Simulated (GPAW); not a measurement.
Zr2O:

```xyz
6
Lattice="4.8763 0.0000 0.0000 0.0000 4.8763 0.0000 0.0000 0.0000 4.8763" Properties=species:S:1:pos:R:3 pbc="T T T"
Zr    3.6573    3.6573    3.6573
Zr    1.2191    3.6573    1.2191
Zr    3.6573    1.2191    1.2191
Zr    1.2191    1.2191    3.6573
O     2.4382    2.4382    2.4382
O     0.0000    0.0000    0.0000
```

The cell comes from a database or a generator and needn't be the stable form of this composition.

Base run:

```yaml
Program: GPAW 26.7.0
Functional: PBEsol
Potentials_or_basis: PAW data sets generated in the run's folder for this functional
Cutoff: 800 eV
Basis: pw
k_mesh: 5 × 5 × 5
Occupations: fermi-dirac, width 0.05 eV
Spin: no spin polarisation
Hubbard_terms: Zr d U = 2 eV
```

Its results: pressure -3.4 GPa.

The run is repeated on the same cell with these changes: hubbard terms from Zr d U = 2 eV to none. What comes out?

Pressure -6.8 GPa.

Caveats: U without spin polarisation on a metal has little footing (some runs).

Not every run made on this cell is shown here.
